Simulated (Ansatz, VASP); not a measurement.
**One calculation of ZnO, two programs**

Contents of INCAR:

```
PREC = Accurate ; ENCUT = 520
EDIFF = 1E-6 ; ISMEAR = 0
SIGMA = 0.05 ; LREAL = False
LASPH = True ; NELM = 100
ALGO = Normal ; ISIF = 2
LWAVE = False ; LCHARG = False
NBANDS = 26
```

KPOINTS

```
Automatic mesh
0
Gamma
  12 12 6
```

File POSCAR:

```
ZnO
1.0
    3.1871780739      0.0000000000      0.0000000000
   -1.5935890369      2.7601771784      0.0000000000
    0.0000000000      0.0000000000      4.5863414699
Zn O
2 2
Direct
    0.3333333333      0.6666666667      0.0018514197
    0.6666666667      0.3333333333      0.5018514197
    0.3333333333      0.6666666667      0.3802485803
    0.6666666667      0.3333333333      0.8802485803
```

Input for Ansatz:

```yaml
crystal:
  lattice:
    - [3.1871780739, 0.0, 0.0]
    - [-1.5935890369, 2.7601771784, 0.0]
    - [0.0, 0.0, 4.5863414699]
  atoms:
    - { symbol: Zn, position: [0.3333333333, 0.6666666667, 0.0018514197] }
    - { symbol: Zn, position: [0.6666666667, 0.3333333333, 0.5018514197] }
    - { symbol: O, position: [0.3333333333, 0.6666666667, 0.3802485803] }
    - { symbol: O, position: [0.6666666667, 0.3333333333, 0.8802485803] }
basis:
  ecutwfc: 520.0
kpoints:
  mp_grid: { grid: [12, 12, 6] }
hamiltonian:
  xc: lda
  pseudopotentials: { kind: paw, azcp: { folder: soft_1 } }
scf:
  occupations: { method: gaussian, width: 0.05 }
output:
  forces: true
  stress: true
  eigenvalues: true
```

Change from the starting cell: engineering shear strain xz +0.0000, normal strain along z -0.1100.

Alike in both runs: task single point; functional LDA; k mesh 12 × 12 × 6; occupations gaussian, width 0.05 eV; no spin polarisation.

```csv
,VASP,Ansatz
version,VASP 6.6.1,Ansatz 0.2.0
potentials or method,"VASP PAW LDA potentials, release 64 (Zn, O)","scalar-relativistic, plane waves, PAW"
plane-wave cutoff (eV),520,520
valence electrons in the cell,36,36
```

|  | VASP | Ansatz | Ansatz less VASP |
| --- | --- | --- | --- |
| gap on the k mesh at the Fermi level (eV) | 1.02 | 1.01 | -0.014 |
| least direct gap on the mesh (eV) | 1.02 | 1.01 | -0.014 |
| pressure (GPa) | 31.3 | 29.1 | -2.22 |
| largest component of the traceless stress (GPa) | 35.83 | 34.45 | -1.378 |
| rms of the force components (eV/Å) | 1.692 | 1.613 | -0.0790 |

Atom by atom the forces differ by 0.079 eV/Å (rms over components). Ansatz warned: «pseudo_functional_mismatch».

Caveats: so large a pressure means that the cell lies far from this level's equilibrium, or that cutoff or potentials fall short (VASP); forces of over 1 eV/Å show positions far from the minimum, so gaps and moduli don't describe the material at rest.
